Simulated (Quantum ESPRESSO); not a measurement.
A calculation with Quantum ESPRESSO 7.5 of Si (ASE script, structure from a POSCAR):

Contents of run.py:

```python
import numpy as np
from ase.calculators.espresso import Espresso, EspressoProfile
from ase.io import read

atoms = read('POSCAR')

input_data = {
    'control': {'calculation': 'scf', 'prefix': 'pwscf', 'outdir': './tmp', 'tprnfor': True, 'tstress': True, 'disk_io': 'nowf'},
    'system': {'ecutwfc': 55.0, 'ecutrho': 440.0, 'nbnd': 9, 'occupations': 'smearing', 'smearing': 'fd', 'degauss': 0.00367493},
    'electrons': {'conv_thr': 4e-10, 'electron_maxstep': 120, 'mixing_beta': 0.5},
}
pseudopotentials = {'Si': 'Si.pbe-n-rrkjus_psl.1.0.0.UPF'}
profile = EspressoProfile(command='pw.x', pseudo_dir='pseudo')
atoms.calc = Espresso(profile=profile, input_data=input_data, pseudopotentials=pseudopotentials, kpts=(8, 8, 8), koffset=(0, 0, 0))

print(f'energy {atoms.get_potential_energy():.8f} eV')
print('forces (eV/A)')
print(np.round(atoms.get_forces(), 6))
print('stress (eV/A^3, Voigt)')
print(np.round(atoms.get_stress(), 8))
print(f'Fermi level {atoms.calc.get_fermi_level():.4f} eV')
```

POSCAR

```
Si
1.0
    0.0000000000      2.7218511865      2.7218511865
    2.7218511865      0.0000000000      2.7218511865
    2.7218511865      2.7218511865      0.0000000000
Si
2
Direct
    0.5000000000      0.5000000000      0.5000000000
    0.7500000000      0.7500000000      0.7500000000
```

Potentials or basis: SSSP 1.3 efficiency PBE.

Launch:

```console
$ OMP_NUM_THREADS=1 python run.py
```

Question: Write the same calculation in another form: native input, structure typed inline.

Answer: As run:

File pw.in:

```
&CONTROL
  calculation = 'scf'
  prefix = 'pwscf'
  outdir = './tmp'
  pseudo_dir = './pseudo'
  tprnfor = .true.
  tstress = .true.
  disk_io = 'low'
/
&SYSTEM
  ibrav = 0
  nat = 2
  ntyp = 1
  ecutwfc = 55
  ecutrho = 440
  nbnd = 9
  occupations = 'smearing'
  smearing = 'fd'
  degauss = 0.00367493
/
&ELECTRONS
  conv_thr = 4d-10
  electron_maxstep = 120
  mixing_beta = 0.5
/
ATOMIC_SPECIES
Si    28.0850 Si.pbe-n-rrkjus_psl.1.0.0.UPF
CELL_PARAMETERS angstrom
   0.0000000000    2.7218511865    2.7218511865
   2.7218511865    0.0000000000    2.7218511865
   2.7218511865    2.7218511865    0.0000000000
ATOMIC_POSITIONS crystal
Si     0.5000000000    0.5000000000    0.5000000000
Si     0.7500000000    0.7500000000    0.7500000000
K_POINTS automatic
8 8 8 0 0 0
```

File pp_density.in:

```
&INPUTPP
  prefix = 'pwscf'
  outdir = './tmp'
  filplot = 'density.dat'
  plot_num = 0
/
&PLOT
  nfile = 1
  filepp(1) = 'density.dat'
  iflag = 3
  output_format = 6
  fileout = 'density.cube'
/
```

The input pp_potential.in:

```
&INPUTPP
  prefix = 'pwscf'
  outdir = './tmp'
  filplot = 'potential.dat'
  plot_num = 11
/
&PLOT
  nfile = 1
  filepp(1) = 'potential.dat'
  iflag = 3
  output_format = 6
  fileout = 'potential.cube'
/
```

Potentials or basis: SSSP 1.3 efficiency PBE.

Run with:

```bash
$ OMP_NUM_THREADS=1 pw.x -in pw.in > pw.out
$ OMP_NUM_THREADS=1 pp.x -in pp_density.in > pp_density.out
$ OMP_NUM_THREADS=1 pp.x -in pp_potential.in > pp_potential.out
```

Both were run:

|  | ASE script, structure from a POSCAR | native input, structure typed inline |
| --- | --- | --- |
| Pressure | 1.3 GPa | 1.3 GPa |
| Band gap on the k mesh | 0.63 eV, indirect (least direct gap 2.56 eV) | 0.63 eV, indirect (least direct gap 2.56 eV) |

Keys that steer only the numerical path or the files written may differ.
